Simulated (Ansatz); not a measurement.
AlFe (space group Pm-3m) relaxed with several functionals in Ansatz (plane waves to 420 eV, scalar-relativistic PAW, no spin-orbit coupling, symmetry kept). The database cell has 12.32 Å³/atom; its temperature or method isn't stated, so the comparison with it is no error of the functional. Collinear spin.

```csv
functional,conventional cell,V (Å³/atom),against the database cell (%),gap on mesh (eV),largest moment (μB)
PBE,"a = 2.874 Å, b = 2.874 Å, c = 2.874 Å, α = 90.00°, β = 90.00°, γ = 90.00°",11.87,-3.6,0.00,0.70
PBEsol,"a = 2.845 Å, b = 2.845 Å, c = 2.845 Å, α = 90.00°, β = 90.00°, γ = 90.00°",11.52,-6.5,0.00,0.68
PBE+D3(BJ),"a = 2.844 Å, b = 2.844 Å, c = 2.844 Å, α = 90.00°, β = 90.00°, γ = 90.00°",11.50,-6.7,0.00,0.68
```

Only parallel moments were tried here.